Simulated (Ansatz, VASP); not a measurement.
# One calculation of Zn, two programs

Contents of INCAR:

```
SYSTEM = Zn
PREC     = Accurate       ! precision mode
ENCUT    = 520            ! plane-wave cutoff, eV
EDIFF    = 1E-6           ! SCF threshold, eV
ISMEAR   = 0              ! smearing method
SIGMA    = 0.15           ! smearing width, eV
LREAL    = .FALSE.        ! projectors in reciprocal space
LASPH    = .TRUE.         ! aspherical terms in the spheres
NELM     = 100            ! most SCF steps
ALGO     = Fast           ! electronic algorithm
ISIF     = 2              ! what is computed and relaxed
LWAVE    = .FALSE.        ! write WAVECAR
LCHARG   = .FALSE.        ! write CHGCAR
GGA      = PE             ! functional
NBANDS   = 12             ! bands
```

Contents of KPOINTS:

```
Automatic mesh
0
G
  20 20 20
  0 0 0
```

The input POSCAR:

```
Zn
1.0
    0.0000000000      1.9942476400      1.9647760000
    1.9942476400      0.0000000000      1.9647760000
    1.9942476400      1.9942476400      0.0000000000
Zn
1
Direct
    0.0000000000      0.0000000000      0.0000000000
```

Input for Ansatz:

```yaml
crystal:
  lattice:
    - [0.0, 1.99424764, 1.964776]
    - [1.99424764, 0.0, 1.964776]
    - [1.99424764, 1.99424764, 0.0]
  atoms:
    - { symbol: Zn, position: [0.0, 0.0, 0.0] }
basis:
  ecutwfc: 420
kpoints:
  mp_grid: { grid: [20, 20, 20] }
hamiltonian:
  xc: pbe
scf:
  occupations: { method: gaussian, width: 0.15 }
output:
  forces: true
  stress: true
  eigenvalues: true
```

Change from the starting cell: strain +0.0150 x Voigt [1, 1, 0, 0, 0, 0], atoms carried along.

Alike in both runs: task single point; functional PBE; k mesh 20 × 20 × 20; occupations gaussian, width 0.15 eV; no spin polarisation.

```csv
,VASP,Ansatz
version,VASP 6.6.1,Ansatz 0.2.0
potentials or method,"VASP PAW PBE potentials, release 64 (Zn)","scalar-relativistic, plane waves, PAW"
plane-wave cutoff (eV),520,420
valence electrons in the cell,12,12
```

|  | VASP | Ansatz | Ansatz less VASP |
| --- | --- | --- | --- |
| gap on the k mesh at the Fermi level (eV) | none | none | - |
| pressure (GPa) | -1.7 | -1.9 | -0.24 |
| largest component of the traceless stress (GPa) | 0.79 | 0.79 | +0.002 |

A gap of «none» marks a metal or a gap that the smearing closes.
